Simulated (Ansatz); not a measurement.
The system is NiO.

```xyz
2
Lattice="0.0000 2.2406 2.2406 2.2406 0.0000 2.2406 2.2406 2.2406 0.0000" Properties=species:S:1:pos:R:3 pbc="T T T"
Ni    0.0000    0.0000    0.0000
O     3.3609    3.3609    3.3609
```

The cell was built by a generator and needn't be a form met in nature.

| Property | Result |
| --- | --- |
| Program | Ansatz 0.2.0 |
| Task | relaxation of cell and atoms |
| Functional | HSE03 |
| Potentials or basis | Ansatz PAW |
| Cutoff | 420 eV (not typed: the program's choice for these potentials) |
| k mesh | 5 × 5 × 5 |
| Occupations | fermi-dirac, width 0.05 eV |
| Spin | collinear spin, ferromagnetic start |
| Starting moments | [1.0, 0.0] μB |

At the start: volume 11.25 Å³/atom.

Task: Where does the relaxation end?

Result: It ends after 7 steps and the volume is 11.00 Å³/atom (-2.2 %); space group F-43m (No. 216, to 0.05 Å); moment 2.00 μB per cell.

The path:
```tsv
step	energy change (eV)	largest force (eV/Å)	volume (Å³)
1	0.0000	0.0000	22.50
2	-0.0051	0.0000	22.26
3	-0.0075	0.0000	22.01
4	-0.0075	0.0000	22.02
5	-0.0058	0.0000	22.02
6	-0.0058	0.0000	22.01
7	-0.0058	0.0000	22.01
```

Final structure:
```
Ni O
1.0
     0.00000    2.22417    2.22417
     2.22417    0.00000    2.22417
     2.22417    2.22417    0.00000
Ni O
1 1
Direct
  0.00000 0.00000 0.00000
  0.75000 0.75000 0.75000
```

Caveat: the k mesh is coarse (spacing up to 0.49 Å⁻¹), so the values aren't converged, least of all with exact exchange; the magnetic or orbital state may not be the lowest; the plane-wave basis is chosen anew once the cell has moved, so the energies of steps on either side of that aren't comparable; the pressure holds a Pulay correction of +0.7 GPa for the finite cutoff; a cell with one magnetic atom can't hold antiferromagnetic order, which such compounds often take; the PAW data sets come from PBE, with cores solved anew for the run's functional, which leaves a small shift of forces and pressure.
